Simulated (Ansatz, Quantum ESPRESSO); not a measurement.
# Ballistic transmission: C2 chain between two Sn chains, part 2 of 4

Aim: the zero-bias transmission with pwcond for this junction: C2 chain between two Sn chains.

Quantum ESPRESSO 7.5; plane-wave DFT, PBE, GBRV ultrasoft pseudopotentials; cross-check by Ansatz 0.2.0 with PAW datasets.

So far. Step 2 (SCF with pw.x): The run needed 26 iterations to bring the estimated error under 1e-07 Ry; the largest force on any atom, held or free, is 1.80 eV/Å.

## Step 3: Transmission with pwcond.x

Level of this step: transmission by pwcond, lead and junction from one cell; plane-wave DFT, PBE, GBRV ultrasoft pseudopotentials (Quantum ESPRESSO).

prefixt takes both regions from one run: the lead from 0 to bdl, the scattering region from bdl to bds (units of alat). ikind = 1 puts the same lead on both sides. The program's T_tot counts both spins in a run without spin; the tables below give T per spin.

Input file cond.in:

```
&inputcond
  outdir = './out'
  prefixt = 'scf'
  tran_file = 'cond.dat'
  bdl = 0.7333333333
  bds = 3.9871733333
  ikind = 1
  ewind = 4.0
  epsproj = 1e-05
  nz1 = 7
  energy0 = 2.0
  denergy = -0.1
/
1
  0.00000000 0.00000000 1.00000000
41
```

On the command line:

```console
> OMP_NUM_THREADS=1 mpirun -n 2 pwcond.x -in cond.in > cond.out
```

Log:

```text
[banner, memory and clock lines left out]
Program PWCOND v.7.5 starts

          URL

     ./out/scf.save/

     IMPORTANT: XC functional enforced from input :
     Exchange-correlation= PBE
                           (   1   4   3   4   0   0   0)
     Any further DFT definition will be discarded
     Please, verify this is what you really want

     negative rho (up, down):  2.811E-05 0.000E+00
     Reading collected, re-writing distributed wavefunctions

===== INPUT FILE containing all the regions =====

     GEOMETRY:

     lattice parameter (alat)  =      14.1729  a.u.
     the volume                =   11351.2975 (a.u.)^3
     the cross section         =     200.8724 (a.u.)^2
     l of the unit cell        =       3.9872 (alat)
     number of atoms/cell      =           12
     number of atomic types    =            2

     crystal axes: (cart. coord. in units of alat)
               a(1) = (  1.0000  0.0000  0.0000 )
               a(2) = (  0.0000  1.0000  0.0000 )
               a(3) = (  0.0000  0.0000  3.9872 )

   Cartesian axes

     site n.     atom                  positions (alat units)
          1        Sn     tau(  1)=(  0.5000  0.5000  3.9872  )
          2        Sn     tau(  2)=(  0.5000  0.5000  0.3667  )
          3        Sn     tau(  3)=(  0.5000  0.5000  0.7333  )
          4        Sn     tau(  4)=(  0.5000  0.5000  1.1000  )
          5        Sn     tau(  5)=(  0.5000  0.5000  1.4667  )
          6        C      tau(  6)=(  0.5000  0.5000  1.7283  )
          7        C      tau(  7)=(  0.5000  0.5000  1.8923  )
          8        Sn     tau(  8)=(  0.5000  0.5000  2.1538  )
          9        Sn     tau(  9)=(  0.5000  0.5000  2.5205  )
         10        Sn     tau( 10)=(  0.5000  0.5000  2.8872  )
         11        Sn     tau( 11)=(  0.5000  0.5000  3.2538  )
         12        Sn     tau( 12)=(  0.5000  0.5000  3.6205  )

     nr1s                      =           54
     nr2s                      =           54
     nr3s                      =          216
     nr1sx                     =           54
     nr2sx                     =           54
     nr3sx                     =          216
     nr1                       =           60
     nr2                       =           60
     nr3                       =          240
     nr1x                      =           60
     nr2x                      =           60
     nr3x                      =          240

 _______________________________
  Radii of nonlocal spheres:

     type       ibeta     ang. mom.          radius (alat units)
       Sn         1         0                    0.1476
       Sn         2         0                    0.1476
       Sn         3         1                    0.1476
       Sn         4         1                    0.1476
       Sn         5         2                    0.1476
       Sn         6         2                    0.1476
       C          1         0                    0.0930
       C          2         0                    0.0930
       C          3         1                    0.0930
       C          4         1                    0.0930
----- General information -----

--- T calc. with identical leads (ikind=1) ---

     nrx                       =           54
     nry                       =           54
     nz1                       =            7

     energy0               =         2.0E+00
     denergy               =        -1.0E-01
     nenergy               =         41
     ecut2d                =         3.4E+01
     ewind                 =         4.0E+00
     epsproj               =         1.0E-05

     number of k_|| points=    1
                       cryst. coord.
        k(    1) = (   0.0000000   0.0000000), wk =   1.0000000
----- Information about left/right lead -----

     nocros                   =           18
     noins                    =           18
     norb                     =           54
     norbf                    =          178
     nrz                      =           40

      iorb      type   ibeta   ang. mom.   m       position (alat)
        1        1       1        0        1   taunew(   1)=(  0.5000  0.5000  0.0000)
        2        1       2        0        1   taunew(   2)=(  0.5000  0.5000  0.0000)
        3        1       3        1        1   taunew(   3)=(  0.5000  0.5000  0.0000)
        4        1       3        1        2   taunew(   4)=(  0.5000  0.5000  0.0000)
        5        1       3        1        3   taunew(   5)=(  0.5000  0.5000  0.0000)
        6        1       4        1        1   taunew(   6)=(  0.5000  0.5000  0.0000)
        7        1       4        1        2   taunew(   7)=(  0.5000  0.5000  0.0000)
        8        1       4        1        3   taunew(   8)=(  0.5000  0.5000  0.0000)
        9        1       5        2        1   taunew(   9)=(  0.5000  0.5000  0.0000)
       10        1       5        2        2   taunew(  10)=(  0.5000  0.5000  0.0000)
       11        1       5        2        3   taunew(  11)=(  0.5000  0.5000  0.0000)
       12        1       5        2        4   taunew(  12)=(  0.5000  0.5000  0.0000)
       13        1       5        2        5   taunew(  13)=(  0.5000  0.5000  0.0000)
       14        1       6        2        1   taunew(  14)=(  0.5000  0.5000  0.0000)
       15        1       6        2        2   taunew(  15)=(  0.5000  0.5000  0.0000)
       16        1       6        2        3   taunew(  16)=(  0.5000  0.5000  0.0000)
       17        1       6        2        4   taunew(  17)=(  0.5000  0.5000  0.0000)
       18        1       6        2        5   taunew(  18)=(  0.5000  0.5000  0.0000)
       19        1       1        0        1   taunew(  19)=(  0.5000  0.5000  0.3667)
       20        1       2        0        1   taunew(  20)=(  0.5000  0.5000  0.3667)
       21        1       3        1        1   taunew(  21)=(  0.5000  0.5000  0.3667)
       22        1       3        1        2   taunew(  22)=(  0.5000  0.5000  0.3667)
       23        1       3        1        3   taunew(  23)=(  0.5000  0.5000  0.3667)
       24        1       4        1        1   taunew(  24)=(  0.5000  0.5000  0.3667)
       25        1       4        1        2   taunew(  25)=(  0.5000  0.5000  0.3667)
       26        1       4        1        3   taunew(  26)=(  0.5000  0.5000  0.3667)
       27        1       5        2        1   taunew(  27)=(  0.5000  0.5000  0.3667)
       28        1       5        2        2   taunew(  28)=(  0.5000  0.5000  0.3667)
       29        1       5        2        3   taunew(  29)=(  0.5000  0.5000  0.3667)
       30        1       5        2        4   taunew(  30)=(  0.5000  0.5000  0.3667)
[...]
164        1       3        1        2   taunew( 164)=(  0.5000  0.5000  3.2538)
      165        1       3        1        3   taunew( 165)=(  0.5000  0.5000  3.2538)
      166        1       4        1        1   taunew( 166)=(  0.5000  0.5000  3.2538)
      167        1       4        1        2   taunew( 167)=(  0.5000  0.5000  3.2538)
      168        1       4        1        3   taunew( 168)=(  0.5000  0.5000  3.2538)
      169        1       5        2        1   taunew( 169)=(  0.5000  0.5000  3.2538)
      170        1       5        2        2   taunew( 170)=(  0.5000  0.5000  3.2538)
      171        1       5        2        3   taunew( 171)=(  0.5000  0.5000  3.2538)
      172        1       5        2        4   taunew( 172)=(  0.5000  0.5000  3.2538)
      173        1       5        2        5   taunew( 173)=(  0.5000  0.5000  3.2538)
      174        1       6        2        1   taunew( 174)=(  0.5000  0.5000  3.2538)
      175        1       6        2        2   taunew( 175)=(  0.5000  0.5000  3.2538)
      176        1       6        2        3   taunew( 176)=(  0.5000  0.5000  3.2538)
      177        1       6        2        4   taunew( 177)=(  0.5000  0.5000  3.2538)
      178        1       6        2        5   taunew( 178)=(  0.5000  0.5000  3.2538)
 ngper, shell number =          545          70
 ngper, n2d =          545         137
---  E-Ef =    2.0000000  k =    0.0000000   0.0000000
---  ie =          1  ik =          1
 Nchannels of the left tip =            3
 Right moving states:
   k1(2pi/a)   k2(2pi/a)   E-Ef (eV)
  -0.2550357   0.0000381   2.0000000
  -0.2550357   0.0000381   2.0000000
   0.3713820   0.0000341   2.0000000
 Left moving states:
   k1(2pi/a)   k2(2pi/a)   E-Ef (eV)
   0.2550357   0.0000381   2.0000000
   0.2550357   0.0000381   2.0000000
  -0.3713820   0.0000341   2.0000000

 to transmit
 Band j to band i transmissions and reflections:
    j         i     |T_ij|^2    |R_ij|^2

    1 -->     1     0.83240     0.07691
    1 -->     2     0.00000     0.09069
    1 -->     3     0.00000     0.00000
   Total T_j, R_j =    0.83240  0.16760

    2 -->     1     0.00000     0.09069
    2 -->     2     0.83240     0.07691
    2 -->     3     0.00000     0.00000
   Total T_j, R_j =    0.83240  0.16760

    3 -->     1     0.00000     0.00000
    3 -->     2     0.00000     0.00000
    3 -->     3     0.04831     0.95169
   Total T_j, R_j =    0.04831  0.95169

E-Ef(ev), T(x2 spins) =    2.0000000   3.4262007
---  E-Ef =    1.9000000  k =    0.0000000   0.0000000
---  ie =          2  ik =          1
 Nchannels of the left tip =            3
 Right moving states:
   k1(2pi/a)   k2(2pi/a)   E-Ef (eV)
  -0.2704063   0.0000384   1.9000000
  -0.2704063   0.0000384   1.9000000
   0.3647717   0.0000342   1.9000000
 Left moving states:
   k1(2pi/a)   k2(2pi/a)   E-Ef (eV)
   0.2704063   0.0000384   1.9000000
   0.2704063   0.0000384   1.9000000
  -0.3647717   0.0000342   1.9000000

 to transmit
 Band j to band i transmissions and reflections:
    j         i     |T_ij|^2    |R_ij|^2

    1 -->     1     0.84318     0.07168
    1 -->     2     0.00000     0.08514
    1 -->     3     0.00000     0.00000
   Total T_j, R_j =    0.84318  0.15682

    2 -->     1     0.00000     0.08514
    2 -->     2     0.84318     0.07168
    2 -->     3     0.00000     0.00000
   Total T_j, R_j =    0.84318  0.15682

    3 -->     1     0.00000     0.00000
    3 -->     2     0.00000     0.00000
    3 -->     3     0.04896     0.95104
   Total T_j, R_j =    0.04896  0.95104

E-Ef(ev), T(x2 spins) =    1.9000000   3.4706400
---  E-Ef =    1.8000000  k =    0.0000000   0.0000000
---  ie =          3  ik =          1
 Nchannels of the left tip =            3
 Right moving states:
   k1(2pi/a)   k2(2pi/a)   E-Ef (eV)
  -0.2858040   0.0000388   1.8000000
  -0.2858040   0.0000388   1.8000000
   0.3581390   0.0000343   1.8000000
 Left moving states:
   k1(2pi/a)   k2(2pi/a)   E-Ef (eV)
   0.2858040   0.0000388   1.8000000
   0.2858040   0.0000388   1.8000000
  -0.3581390   0.0000343   1.8000000

 to transmit
 Band j to band i transmissions and reflections:
    j         i     |T_ij|^2    |R_ij|^2

    1 -->     1     0.85224     0.02932
    1 -->     2     0.00000     0.11845
    1 -->     3     0.00000     0.00000
   Total T_j, R_j =    0.85224  0.14776

    2 -->     1     0.00000     0.11845
    2 -->     2     0.85224     0.02932
    2 -->     3     0.00000     0.00000
   Total T_j, R_j =    0.85224  0.14776

    3 -->     1     0.00000     0.00000
    3 -->     2     0.00000     0.00000
    3 -->     3     0.04954     0.95046
   Total T_j, R_j =    0.04954  0.95046

E-Ef(ev), T(x2 spins) =    1.8000000   3.5080178
[... further energies and points left out ...]
---  E-Ef =   -1.8000000  k =    0.0000000   0.0000000
---  ie =         39  ik =          1
 Nchannels of the left tip =            1
 Right moving states:
   k1(2pi/a)   k2(2pi/a)   E-Ef (eV)
   0.0954939   0.0000354  -1.8000000
 Left moving states:
   k1(2pi/a)   k2(2pi/a)   E-Ef (eV)
  -0.0954939   0.0000354  -1.8000000

 to transmit
 Band j to band i transmissions and reflections:
    j         i     |T_ij|^2    |R_ij|^2

    1 -->     1     0.06680     0.93320
   Total T_j, R_j =    0.06680  0.93320

E-Ef(ev), T(x2 spins) =   -1.8000000   0.1336066
---  E-Ef =   -1.9000000  k =    0.0000000   0.0000000
---  ie =         40  ik =          1
 Nchannels of the left tip =            1
 Right moving states:
   k1(2pi/a)   k2(2pi/a)   E-Ef (eV)
   0.0870978   0.0000354  -1.9000000
 Left moving states:
   k1(2pi/a)   k2(2pi/a)   E-Ef (eV)
  -0.0870978   0.0000354  -1.9000000

 to transmit
 Band j to band i transmissions and reflections:
    j         i     |T_ij|^2    |R_ij|^2

    1 -->     1     0.06627     0.93373
   Total T_j, R_j =    0.06627  0.93373

E-Ef(ev), T(x2 spins) =   -1.9000000   0.1325494
---  E-Ef =   -2.0000000  k =    0.0000000   0.0000000
---  ie =         41  ik =          1
 Nchannels of the left tip =            1
 Right moving states:
   k1(2pi/a)   k2(2pi/a)   E-Ef (eV)
   0.0785664   0.0000354  -2.0000000
 Left moving states:
   k1(2pi/a)   k2(2pi/a)   E-Ef (eV)
  -0.0785664   0.0000354  -2.0000000

 to transmit
 Band j to band i transmissions and reflections:
    j         i     |T_ij|^2    |R_ij|^2

    1 -->     1     0.06549     0.93451
   Total T_j, R_j =    0.06549  0.93451

E-Ef(ev), T(x2 spins) =   -2.0000000   0.1309752
   T_tot     2.00000      0.34262E+01
   T_tot     1.90000      0.34706E+01
   T_tot     1.80000      0.35080E+01
   T_tot     1.70000      0.35385E+01
   T_tot     1.60000      0.35609E+01
   T_tot     1.50000      0.35737E+01
   T_tot     1.40000      0.35760E+01
   T_tot     1.30000      0.35687E+01
   T_tot     1.20000      0.35555E+01
   T_tot     1.10000      0.35420E+01
   T_tot     1.00000      0.35355E+01
   T_tot     0.90000      0.35429E+01
   T_tot     0.80000      0.35694E+01
   T_tot     0.70000      0.36166E+01
   T_tot     0.60000      0.36820E+01
   T_tot     0.50000      0.37128E+01
   T_tot     0.40000      0.38153E+01
   T_tot     0.30000      0.38643E+01
   T_tot     0.20000      0.38788E+01
   T_tot     0.10000      0.38518E+01
   T_tot    -0.00000      0.37835E+01
   T_tot    -0.10000      0.36807E+01
   T_tot    -0.20000      0.35504E+01
   T_tot    -0.30000      0.33877E+01
   T_tot    -0.40000      0.31630E+01
   T_tot    -0.50000      0.28349E+01
   T_tot    -0.60000      0.24071E+01
   T_tot    -0.70000      0.19064E+01
   T_tot    -0.80000      0.80943E+00
   T_tot    -0.90000      0.13092E+00
   T_tot    -1.00000      0.13206E+00
   T_tot    -1.10000      0.13303E+00
   T_tot    -1.20000      0.13380E+00
   T_tot    -1.30000      0.13436E+00
   T_tot    -1.40000      0.13470E+00
   T_tot    -1.50000      0.13481E+00
   T_tot    -1.60000      0.13468E+00
   T_tot    -1.70000      0.13429E+00
   T_tot    -1.80000      0.13361E+00
   T_tot    -1.90000      0.13255E+00
   T_tot    -2.00000      0.13098E+00

Note: The following floating-point exceptions are signalling: IEEE_UNDERFLOW_FLAG
Note: The following floating-point exceptions are signalling: IEEE_UNDERFLOW_FLAG
```

The job ended after 3.8 min (2 MPI ranks of Arm Neoverse V2, shared host; peak memory 0.7 GiB).

This step gave:

```
lead channels at the Fermi level, one spin : 3
transmission at the Fermi level, one spin  : 1.892
conductance                                : 1.892 G₀
```

Per spin. Open channels against energy, zero at the Fermi level:

energy (eV), open channels and a bar from the least value:
```
    -2.00       1.00 
    -1.80       1.00 
    -1.60       1.00 
    -1.40       1.00 
    -1.20       1.00 
    -1.00       1.00 
    -0.90       1.00 
    -0.70       3.00 ##############################
    -0.50       3.00 ##############################
    -0.30       3.00 ##############################
    -0.10       3.00 ##############################
     0.00       3.00 ##############################
     0.10       3.00 ##############################
     0.30       3.00 ##############################
     0.50       3.00 ##############################
     0.70       3.00 ##############################
     0.90       3.00 ##############################
     1.00       3.00 ##############################
     1.20       3.00 ##############################
     1.40       3.00 ##############################
     1.60       3.00 ##############################
     1.80       3.00 ##############################
     2.00       3.00 ##############################
```

Per spin. Table of transmission by energy, zero at the Fermi level:

```
energy (eV)  transmission
      -2.00        0.0655
      -1.80        0.0668
      -1.60        0.0673
      -1.40        0.0673
      -1.20        0.0669
      -1.00        0.0660
      -0.90        0.0655
      -0.70         0.953
      -0.50          1.42
      -0.30          1.69
      -0.10          1.84
       0.00          1.89
       0.10          1.93
       0.20          1.94
       0.30          1.93
       0.50          1.86
       0.70          1.81
       0.90          1.77
       1.00          1.77
       1.20          1.78
       1.40          1.79
       1.60          1.78
       1.80          1.75
       2.00          1.71
```

The program's own clock; routines nest. Time by routine:

```
     routine  wall time (s)  calls
      PWCOND          226.7      1
scatter_forw          195.6     82
       local          14.26      1
      compbs          12.81     41
    compbs_2          10.48     41
        init           1.39      1
       poten           0.09      1
```

At no point does T exceed the number of channels.

(Part 2 of 4 ends here.)

[Logs are printed without paths, hosts, clocks, repeated set-up lines and the standing remarks that a program may print on its own settings, such as how far it seeks lower states.]

[Hosts, paths, dates, database ids (printed as entryN), source tags and the programs' standing remarks are cut or masked in the printed files.]

[Maps of the electrostatic potential energy from Ansatz leave out the sawtooth potential of an applied field or a dipole correction, so their vacuum need not be flat; planar profiles and work functions include it.]
